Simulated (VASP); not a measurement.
A run of VASP 6.6.1:

Contents of INCAR:

```
SYSTEM = SiC
PREC = Accurate ; ENCUT = 600
EDIFF = 1E-6 ; ISMEAR = -1
SIGMA = 0.05 ; LREAL = .FALSE.
LASPH = .TRUE. ; NELM = 60
ALGO = Normal ; ISIF = 3
LWAVE = .FALSE. ; LCHARG = .FALSE.
METAGGA = R2SCAN ; LMIXTAU = .TRUE.
IBRION = 2 ; NSW = 60
EDIFFG = -0.01
```

File KPOINTS:

```
regular mesh
0
G
  10 10 10
  0 0 0
```

The input POSCAR:

```
SiC
1.0
    0.0000000000      2.1790000000      2.1790000000
    2.1790000000      0.0000000000      2.1790000000
    2.1790000000      2.1790000000      0.0000000000
Si C
1 1
Direct
    0.0000000000      0.0000000000      0.0000000000
    0.7500000000      0.7500000000      0.7500000000
```

Potentials or basis: VASP PAW PBE potentials, release 64 (Si, C).

Launch:

```bash
$ cat potpaw_PBE.64/Si/POTCAR potpaw_PBE.64/C/POTCAR > POTCAR
$ mpirun -np 1 vasp_std > vasp.out
```

Hardware: 1 thread of Intel(R) Xeon(R) 6975P-C (Granite Rapids), on a shared host.

Question: Estimate the wall time of this run.

Answer: Run time: 57 s on 1 thread of Intel(R) Xeon(R) 6975P-C (Granite Rapids), on a shared host, peak memory 0.16 GiB. Counts: scf iterations 31, k points 47, ion steps 3.
